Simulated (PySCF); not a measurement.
Match the calculated data to a structure.

All candidates are C5H12.

* 13C NMR: chemical shifts (computed TMS as zero) by class: 40.2 (1 C), 29.0 (2 C), 17.4 (2 C) ppm [GIAO PBE0/pcSseg-1]
* 1H NMR: chemical shifts (computed TMS as zero) by class: 1.32 (4 H), 1.15 (2 H), 1.05 (6 H) ppm [GIAO PBE0/pcSseg-1]
* UV, strongest line: among the 8 lowest singlet transitions: S8 at 9.66 eV (128 nm, f = 0.095) [TDDFT CAM-B3LYP/def2-SVPD]
* Dipole: 0.09 D [CAM-B3LYP/def2-SVPD]
* Rotational structure: rotational constants A, B, C: 17.032, 1.974, 1.871 GHz [GFN2-xTB]
* Triplet: lowest triplet excitation (Tamm–Dancoff): 8.58 eV [TDA CAM-B3LYP/def2-SVPD]
* UV, first state: lowest singlet excitation: 8.71 eV (142 nm, f = 0.013) [TDDFT CAM-B3LYP/def2-SVPD]

Gas-phase values; electronic properties from PySCF, density fitting. Levels stand in brackets. Isolated species at its GFN2-xTB geometry (one conformer only). Each NMR value is the plain mean over a class of atoms that symmetry, rotation or inversion makes alike.

Question: Which candidate is it?
A. `CCC(C)C` (isopentane)
B. `CC(C)(C)C` (neopentane)
C. `CCCCC` (pentane)

Answer: C. It is `CCCCC`. Numbering: `[CH3:1][CH2:2][CH2:3][CH2:4][CH3:5]`. Its formula, C5H12, gives 0 degrees of unsaturation, so no ring and no π bond. 5 carbons fall into 3 classes; from least to most shielded: chain CH2 carbon [C3] (40.2 ppm), chain CH2 carbon [C2/C4] (29.0 ppm, 2 C), methyl carbon [C1/C5] (17.4 ppm, 2 C). Hydrogen classes from least to most shielded: 4 H on 2 chain CH2 carbons, C2/C4 (1.32 ppm), 2 H on a chain CH2 carbon, C3 (1.15 ppm), 6 H on 2 methyl carbons, C1/C5 (1.05 ppm). The optimised geometry has point group C2v and is an asymmetric top.

The others, at the same levels:
- `CCC(C)C` fails: it has 4 carbon classes against 3; its computed 13C shifts are 35.9 (1 C), 34.4 (1 C), 24.7 (2 C), 15.1 (1 C) ppm, 1H shifts are 1.22 (1 H), 1.17 (2 H), 1.03 (3 H), 0.96 (6 H) ppm and rotational constant A is 7.364 GHz (against 17.032 GHz).
- `CC(C)(C)C` fails: it has 2 carbon classes against 3; its computed 13C shifts are 33.1 (4 C), 30.0 (1 C) ppm and 1H shifts are 0.99 (12 H) ppm.

Each candidate is one conformer, not necessarily the lowest. Dipoles, sizes and rotational constants follow the conformer. The torsions of the flexible species, by atom-mapped SMILES:
- `[CH3:1][CH2:2][CH2:3][CH2:4][CH3:5]`: C1–C2–C3–C4 180°, C2–C3–C4–C5 180°
- `[CH3:1][CH2:2][CH:3]([CH3:4])[CH3:5]`: C1–C2–C3–C4 67°
